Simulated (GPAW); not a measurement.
# SnTe (Fm-3m) in GPAW: further runs

One crystal, SnTe, is run at these levels: PBEsol, RPBE, revPBE, BLYP, PBE; tasks: relaxation of cell and atoms, single point.

All numbers are computed with GPAW 26.7.0; they aren't measurements. Logs are shortened: lines on timing, memory, paths and dates and some standing lists are left out, and cuts for length are marked. The log counts tension as positive stress, the text compression.

**1. The crystal as given**

It takes space group Fm-3m (No. 225, cubic). The conventional cell has a = 6.302 Å, b = 6.302 Å, c = 6.302 Å, α = 90.00°, β = 90.00°, γ = 90.00°. Te (site symmetry m-3m) has 6 Sn at 3.15 Å as nearest neighbours. Sn (site symmetry m-3m) has 6 Te at 3.15 Å as nearest neighbours.

**2. Relaxation of cell and atoms, PBEsol, target pressure 1 GPa, at which the enthalpy is minimised**

run.py

```python
from ase import Atoms
from ase.filters import FrechetCellFilter
from ase.io import write
from ase.optimize import BFGS
from ase.units import GPa
from gpaw import GPAW, PW, setup_paths

setup_paths.insert(0, '.')

atoms = Atoms(['Te', 'Sn'],
              cell=[[0.0, 3.15085, 3.15085],
                    [3.15085, 0.0, 3.15085],
                    [3.15085, 3.15085, 0.0]],
              scaled_positions=[[0.5, 0.5, 0.5],
                                [0.0, 0.0, 0.0]],
              pbc=True)

calc = GPAW(mode=PW(600),
            xc='PBEsol',
            kpts={'size': (7, 7, 7), 'gamma': True},
            occupations={'name': 'fermi-dirac', 'width': 0.05},
            nbands=19,
            convergence={'density': 1e-05, 'forces': 0.0001},
            maxiter=150,
            txt='gpaw.txt')
atoms.calc = calc
opt = BFGS(FrechetCellFilter(atoms, scalar_pressure=1 * GPa), trajectory='relax.traj', logfile='-')
done = opt.run(fmax=0.02, steps=40)
calc.write('gs.gpw')
write('result.traj', atoms)
print('Converged:', done)
print('Cell:', atoms.cell.cellpar().round(4))
print('Volume:', round(atoms.get_volume(), 4))
print(atoms.get_scaled_positions().round(5))
```

Potentials or basis: PAW data sets generated in the run's folder for this functional, pw.

Command:

```sh
gpaw-setup -f PBEsol Sn Te
OMP_NUM_THREADS=1 python run.py
```

gpaw.txt:

```text
__  _  _
 | _ |_)|_||  |
 |__||  | ||/\| - 26.7.0

Input parameters:
  mode=PW(ecut=600.0),
  convergence={'density': 1e-05, 'forces': 0.0001},
  kpts=MonkhorstPack(size=(7, 7, 7), gamma=True),
  maxiter=150,
  nbands=19,
  occupations=Occupations(name='fermi-dirac', width=0.05),
  xc=XC(name='PBEsol')

Diagonalizing LCAO Hamiltonian
Converting LCAO to pw mode

                 Te

       Sn

Atoms  # Å, Bohr magnetons
|   | symbol |        x |        y |        z |    initial magnetic moments |
|---|--------|----------|----------|----------|-----------------------------|
| 0 |     Te | 3.150850 | 3.150850 | 3.150850 | ( 0.0000,  0.0000,  0.0000) |
| 1 |     Sn | 0.000000 | 0.000000 | 0.000000 | ( 0.0000,  0.0000,  0.0000) |

Unit cell  # Å
| periodic |        x |        y |        z |  lengths |    angles |
|----------|----------|----------|----------|----------|-----------|
|      yes | 0.000000 | 3.150850 | 3.150850 | 4.455975 | 60.000000 |
|      yes | 3.150850 | 0.000000 | 3.150850 | 4.455975 | 60.000000 |
|      yes | 3.150850 | 3.150850 | 0.000000 | 4.455975 | 60.000000 |

Number of symmetries: 48
Symmetry operations  # r_c * U_cc + t_c -> r_c
|    | kind |            matrix            |
|----|------|------------------------------|
|  0 |  σ   |  1, 0, 0,  1, 0,-1,  1,-1, 0 |
|  1 |  C2  |  1, 0, 0,  1,-1, 0,  1, 0,-1 |
|  2 |  E   |  1, 0, 0,  0, 1, 0,  0, 0, 1 |
|  3 |  σ   |  1, 0, 0,  0, 0, 1,  0, 1, 0 |
|  4 |  C4  |  1, 0,-1,  1, 0, 0,  1,-1, 0 |
|  5 |  S6  |  1, 0,-1,  1,-1, 0,  1, 0, 0 |
|  6 |  σ   |  1, 0,-1,  0, 1,-1,  0, 0,-1 |
|  7 |  C3  |  1, 0,-1,  0, 0,-1,  0, 1,-1 |
|  8 |  S6  |  1,-1, 0,  1, 0, 0,  1, 0,-1 |
|  9 |  C4  |  1,-1, 0,  1, 0,-1,  1, 0, 0 |
| 10 |  C3  |  1,-1, 0,  0,-1, 1,  0,-1, 0 |
| 11 |  σ   |  1,-1, 0,  0,-1, 0,  0,-1, 1 |
| 12 |  σ   |  0, 1, 0,  1, 0, 0,  0, 0, 1 |
| 13 |  C4  |  0, 1, 0,  0, 1,-1, -1, 1, 0 |
| 14 |  C3  |  0, 1, 0,  0, 0, 1,  1, 0, 0 |
| 15 |  S6  |  0, 1, 0, -1, 1, 0,  0, 1,-1 |
| 16 |  C2  |  0, 1,-1,  1, 0,-1,  0, 0,-1 |
| 17 |  σ   |  0, 1,-1,  0, 1, 0, -1, 1, 0 |
| 18 |  S4  |  0, 1,-1,  0, 0,-1,  1, 0,-1 |
| 19 |  C4  |  0, 1,-1, -1, 1, 0,  0, 1, 0 |
| 20 |  C3  |  0, 0, 1,  1, 0, 0,  0, 1, 0 |
| 21 |  σ   |  0, 0, 1,  0, 1, 0,  1, 0, 0 |
| 22 |  S6  |  0, 0, 1,  0,-1, 1, -1, 0, 1 |
| 23 |  C4  |  0, 0, 1, -1, 0, 1,  0,-1, 1 |
| 24 |  S4  |  0, 0,-1,  1, 0,-1,  0, 1,-1 |
| 25 |  C3  |  0, 0,-1,  0, 1,-1,  1, 0,-1 |
| 26 |  C2  |  0, 0,-1,  0,-1, 0, -1, 0, 0 |
| 27 |  S6  |  0, 0,-1, -1, 0, 0,  0,-1, 0 |
| 28 |  S4  |  0,-1, 1,  1,-1, 0,  0,-1, 0 |
| 29 |  C4  |  0,-1, 1,  0, 0, 1, -1, 0, 1 |
| 30 |  C2  |  0,-1, 1,  0,-1, 0,  1,-1, 0 |
| 31 |  σ   |  0,-1, 1, -1, 0, 1,  0, 0, 1 |
| 32 |  C3  |  0,-1, 0,  1,-1, 0,  0,-1, 1 |
| 33 |  S6  |  0,-1, 0,  0, 0,-1, -1, 0, 0 |
[... 179 lines left out ...]
Fermi level: 6.343
Eigenvalues  # (at kpt = [0.000, 0.000, 0.000])
| band index |      eig [eV] | occ [0-2] |
|------------|---------------|-----------|
|          0 |       -15.484 |     2.000 |
|        ... |               |           |
|          2 |       -15.475 |     2.000 |
|          3 |       -15.475 |     2.000 |
|          4 |       -15.475 |     2.000 |
|          5 |        -6.506 |     2.000 |
|          6 |         1.607 |     2.000 |
|          7 |         4.161 |     2.000 |
[... 9 lines left out ...]
|         17 |        13.227 |     0.000 |
|         18 |        13.227 |     0.000 |

Gap: 0.664 eV
Transition (v -> c):
  (s=0, k=19, n=9, [0.43, 0.43, 0.43]) -> (s=0, k=19, n=10, [0.43, 0.43, 0.43])
No difference between direct/indirect transitions

Stress tensor  # eV/Ang^3
|        x |         y |         z |
|----------|-----------|-----------|
| 0.004070 |  0.000000 |  0.000000 |
| 0.000000 |  0.004070 | -0.000000 |
| 0.000000 | -0.000000 |  0.004070 |

Forces  # eV/Ang
|       x |        y |        z |
|---------|----------|----------|
| 0.00000 | -0.00000 | -0.00000 |  # Te   0
| 0.00000 |  0.00000 |  0.00000 |  # Sn   1

Interpolating wave functions to new cell

                 Te

       Sn

Atoms  # Å, Bohr magnetons
|   | symbol |        x |        y |        z |    initial magnetic moments |
|---|--------|----------|----------|----------|-----------------------------|
| 0 |     Te | 3.143599 | 3.143599 | 3.143599 | ( 0.0000,  0.0000,  0.0000) |
| 1 |     Sn | 0.000000 | 0.000000 | 0.000000 | ( 0.0000,  0.0000,  0.0000) |

Unit cell  # Å
| periodic |        x |        y |        z |  lengths |    angles |
|----------|----------|----------|----------|----------|-----------|
|      yes | 0.000000 | 3.143599 | 3.143599 | 4.445720 | 60.000000 |
|      yes | 3.143599 | 0.000000 | 3.143599 | 4.445720 | 60.000000 |
|      yes | 3.143599 | 3.143599 | 0.000000 | 4.445720 | 60.000000 |

Number of symmetries: 48
Symmetry operations  # r_c * U_cc + t_c -> r_c
|    | kind |            matrix            |
|----|------|------------------------------|
|  0 |  σ   |  1, 0, 0,  1, 0,-1,  1,-1, 0 |
|  1 |  C2  |  1, 0, 0,  1,-1, 0,  1, 0,-1 |
|  2 |  E   |  1, 0, 0,  0, 1, 0,  0, 0, 1 |
|  3 |  σ   |  1, 0, 0,  0, 0, 1,  0, 1, 0 |
|  4 |  C4  |  1, 0,-1,  1, 0, 0,  1,-1, 0 |
|  5 |  S6  |  1, 0,-1,  1,-1, 0,  1, 0, 0 |
|  6 |  σ   |  1, 0,-1,  0, 1,-1,  0, 0,-1 |
|  7 |  C3  |  1, 0,-1,  0, 0,-1,  0, 1,-1 |
|  8 |  S6  |  1,-1, 0,  1, 0, 0,  1, 0,-1 |
|  9 |  C4  |  1,-1, 0,  1, 0,-1,  1, 0, 0 |
| 10 |  C3  |  1,-1, 0,  0,-1, 1,  0,-1, 0 |
| 11 |  σ   |  1,-1, 0,  0,-1, 0,  0,-1, 1 |
| 12 |  σ   |  0, 1, 0,  1, 0, 0,  0, 0, 1 |
| 13 |  C4  |  0, 1, 0,  0, 1,-1, -1, 1, 0 |
| 14 |  C3  |  0, 1, 0,  0, 0, 1,  1, 0, 0 |
| 15 |  S6  |  0, 1, 0, -1, 1, 0,  0, 1,-1 |
| 16 |  C2  |  0, 1,-1,  1, 0,-1,  0, 0,-1 |
| 17 |  σ   |  0, 1,-1,  0, 1, 0, -1, 1, 0 |
| 18 |  S4  |  0, 1,-1,  0, 0,-1,  1, 0,-1 |
| 19 |  C4  |  0, 1,-1, -1, 1, 0,  0, 1, 0 |
| 20 |  C3  |  0, 0, 1,  1, 0, 0,  0, 1, 0 |
| 21 |  σ   |  0, 0, 1,  0, 1, 0,  1, 0, 0 |
| 22 |  S6  |  0, 0, 1,  0,-1, 1, -1, 0, 1 |
| 23 |  C4  |  0, 0, 1, -1, 0, 1,  0,-1, 1 |
| 24 |  S4  |  0, 0,-1,  1, 0,-1,  0, 1,-1 |
| 25 |  C3  |  0, 0,-1,  0, 1,-1,  1, 0,-1 |
| 26 |  C2  |  0, 0,-1,  0,-1, 0, -1, 0, 0 |
| 27 |  S6  |  0, 0,-1, -1, 0, 0,  0,-1, 0 |
| 28 |  S4  |  0,-1, 1,  1,-1, 0,  0,-1, 0 |
| 29 |  C4  |  0,-1, 1,  0, 0, 1, -1, 0, 1 |
| 30 |  C2  |  0,-1, 1,  0,-1, 0,  1,-1, 0 |
| 31 |  σ   |  0,-1, 1, -1, 0, 1,  0, 0, 1 |
| 32 |  C3  |  0,-1, 0,  1,-1, 0,  0,-1, 1 |
| 33 |  S6  |  0,-1, 0,  0, 0,-1, -1, 0, 0 |
[... 178 lines left out ...]
Fermi level: 6.430
Eigenvalues  # (at kpt = [0.000, 0.000, 0.000])
| band index |      eig [eV] | occ [0-2] |
|------------|---------------|-----------|
|          0 |       -15.404 |     2.000 |
|        ... |               |           |
|          2 |       -15.394 |     2.000 |
|          3 |       -15.394 |     2.000 |
|          4 |       -15.394 |     2.000 |
|          5 |        -6.474 |     2.000 |
|          6 |         1.718 |     2.000 |
|          7 |         4.225 |     2.000 |
[... 9 lines left out ...]
|         17 |        13.316 |     0.000 |
|         18 |        13.316 |     0.000 |

Gap: 0.668 eV
Transition (v -> c):
  (s=0, k=19, n=9, [0.43, 0.43, 0.43]) -> (s=0, k=19, n=10, [0.43, 0.43, 0.43])
No difference between direct/indirect transitions

Stress tensor  # eV/Ang^3
|         x |         y |         z |
|-----------|-----------|-----------|
|  0.002133 | -0.000000 | -0.000000 |
| -0.000000 |  0.002133 |  0.000000 |
| -0.000000 |  0.000000 |  0.002133 |

Forces  # eV/Ang
|        x |       y |        z |
|----------|---------|----------|
| -0.00000 | 0.00000 | -0.00000 |  # Te   0
|  0.00000 | 0.00000 |  0.00000 |  # Sn   1

Interpolating wave functions to new cell

                Te

       Sn

Atoms  # Å, Bohr magnetons
|   | symbol |        x |         y |         z |    initial magnetic moments |
|---|--------|----------|-----------|-----------|-----------------------------|
| 0 |     Te | 3.113549 |  3.113549 |  3.113549 | ( 0.0000,  0.0000,  0.0000) |
| 1 |     Sn | 0.000000 | -0.000000 | -0.000000 | ( 0.0000,  0.0000,  0.0000) |

Unit cell  # Å
| periodic |        x |         y |         z |  lengths |    angles |
|----------|----------|-----------|-----------|----------|-----------|
|      yes | 0.000000 |  3.113549 |  3.113549 | 4.403223 | 60.000000 |
|      yes | 3.113549 | -0.000000 |  3.113549 | 4.403223 | 60.000000 |
|      yes | 3.113549 |  3.113549 | -0.000000 | 4.403223 | 60.000000 |

Number of symmetries: 48
Symmetry operations  # r_c * U_cc + t_c -> r_c
|    | kind |            matrix            |
|----|------|------------------------------|
|  0 |  σ   |  1, 0, 0,  1, 0,-1,  1,-1, 0 |
|  1 |  C2  |  1, 0, 0,  1,-1, 0,  1, 0,-1 |
|  2 |  E   |  1, 0, 0,  0, 1, 0,  0, 0, 1 |
|  3 |  σ   |  1, 0, 0,  0, 0, 1,  0, 1, 0 |
|  4 |  C4  |  1, 0,-1,  1, 0, 0,  1,-1, 0 |
|  5 |  S6  |  1, 0,-1,  1,-1, 0,  1, 0, 0 |
|  6 |  σ   |  1, 0,-1,  0, 1,-1,  0, 0,-1 |
|  7 |  C3  |  1, 0,-1,  0, 0,-1,  0, 1,-1 |
|  8 |  S6  |  1,-1, 0,  1, 0, 0,  1, 0,-1 |
|  9 |  C4  |  1,-1, 0,  1, 0,-1,  1, 0, 0 |
| 10 |  C3  |  1,-1, 0,  0,-1, 1,  0,-1, 0 |
| 11 |  σ   |  1,-1, 0,  0,-1, 0,  0,-1, 1 |
| 12 |  σ   |  0, 1, 0,  1, 0, 0,  0, 0, 1 |
| 13 |  C4  |  0, 1, 0,  0, 1,-1, -1, 1, 0 |
| 14 |  C3  |  0, 1, 0,  0, 0, 1,  1, 0, 0 |
| 15 |  S6  |  0, 1, 0, -1, 1, 0,  0, 1,-1 |
| 16 |  C2  |  0, 1,-1,  1, 0,-1,  0, 0,-1 |
| 17 |  σ   |  0, 1,-1,  0, 1, 0, -1, 1, 0 |
| 18 |  S4  |  0, 1,-1,  0, 0,-1,  1, 0,-1 |
| 19 |  C4  |  0, 1,-1, -1, 1, 0,  0, 1, 0 |
| 20 |  C3  |  0, 0, 1,  1, 0, 0,  0, 1, 0 |
| 21 |  σ   |  0, 0, 1,  0, 1, 0,  1, 0, 0 |
| 22 |  S6  |  0, 0, 1,  0,-1, 1, -1, 0, 1 |
| 23 |  C4  |  0, 0, 1, -1, 0, 1,  0,-1, 1 |
| 24 |  S4  |  0, 0,-1,  1, 0,-1,  0, 1,-1 |
| 25 |  C3  |  0, 0,-1,  0, 1,-1,  1, 0,-1 |
| 26 |  C2  |  0, 0,-1,  0,-1, 0, -1, 0, 0 |
| 27 |  S6  |  0, 0,-1, -1, 0, 0,  0,-1, 0 |
| 28 |  S4  |  0,-1, 1,  1,-1, 0,  0,-1, 0 |
| 29 |  C4  |  0,-1, 1,  0, 0, 1, -1, 0, 1 |
| 30 |  C2  |  0,-1, 1,  0,-1, 0,  1,-1, 0 |
| 31 |  σ   |  0,-1, 1, -1, 0, 1,  0, 0, 1 |
| 32 |  C3  |  0,-1, 0,  1,-1, 0,  0,-1, 1 |
| 33 |  S6  |  0,-1, 0,  0, 0,-1, -1, 0, 0 |
[... 179 lines left out ...]
Fermi level: 6.788
Eigenvalues  # (at kpt = [0.000, 0.000, 0.000])
| band index |      eig [eV] | occ [0-2] |
|------------|---------------|-----------|
|          0 |       -15.067 |     2.000 |
|        ... |               |           |
|          2 |       -15.056 |     2.000 |
|          3 |       -15.056 |     2.000 |
|          4 |       -15.056 |     2.000 |
|          5 |        -6.341 |     2.000 |
|          6 |         2.189 |     2.000 |
|          7 |         4.498 |     2.000 |
[... 9 lines left out ...]
|         17 |        13.691 |     0.000 |
|         18 |        13.691 |     0.000 |

Gap: 0.670 eV
Transition (v -> c):
  (s=0, k=19, n=9, [0.43, 0.43, 0.43]) -> (s=0, k=19, n=10, [0.43, 0.43, 0.43])
No difference between direct/indirect transitions

Stress tensor  # eV/Ang^3
|         x |         y |         z |
|-----------|-----------|-----------|
| -0.006639 | -0.000000 |  0.000000 |
| -0.000000 | -0.006639 |  0.000000 |
|  0.000000 |  0.000000 | -0.006639 |

Forces  # eV/Ang
|        x |       y |       z |
|----------|---------|---------|
| -0.00000 | 0.00000 | 0.00000 |  # Te   0
| -0.00000 | 0.00000 | 0.00000 |  # Sn   1

# Writing to gs.gpw (mode='')
```

It took 51 s on 1 thread of Arm Neoverse V1, shared host; peak memory 0.22 GiB.

Results:

| Property | Result |
| --- | --- |
| Free energy | -8.6065 eV |
| Relaxed volume | 30.18 Å³/atom |
| Relaxed cell | a = 4.403 Å, b = 4.403 Å, c = 4.403 Å, α = 60.00°, β = 60.00°, γ = 60.00° |
| Space group after relaxing (to 0.05 Å) | Fm-3m (No. 225) |
| Energy change on relaxing (the enthalpy is what falls) | +1.3 meV/atom |
| Ionic steps | 3 |
| Pressure after relaxing | 1.1 GPa |

Step by step:
```
step  energy change (eV)  largest force (eV/Å)  pressure (GPa)  volume (Å³)
   1              0.0000                0.0000           -0.65        62.56
   2             -0.0013                0.0000           -0.34        62.13
   3              0.0026                0.0000            1.06        60.37
```

Final structure:
```cif
data_structure
_symmetry_space_group_name_H-M 'P 1'
_symmetry_Int_Tables_number 1
_cell_length_a 4.4032
_cell_length_b 4.4032
_cell_length_c 4.4032
_cell_angle_alpha 60.000
_cell_angle_beta 60.000
_cell_angle_gamma 60.000
_cell_volume 60.37
loop_
_atom_site_label
_atom_site_type_symbol
_atom_site_fract_x
_atom_site_fract_y
_atom_site_fract_z
_atom_site_occupancy
Te1 Te 0.50000 0.50000 0.50000 1
Sn1 Sn 0.00000 0.00000 0.00000 1
```

Levels at points of the mesh, in eV from the Fermi level:
```
           k point  band 6  band 7  band 8  band 9  band 10  band 11  band 12  band 13  band 14  band 15
(0.00, 0.00, 0.00)  -13.13   -4.60   -2.29   -2.29    -2.29     3.35     3.35     3.35     4.63     4.63
```

Caveat: this odd mesh misses L, where the gap lies, so gap, dielectric constants and Born charges aren't listed; later steps reuse the first step's grids. The run has no spin-orbit coupling, so splittings on Te are missing.

(Part 1 of 3 ends here.)
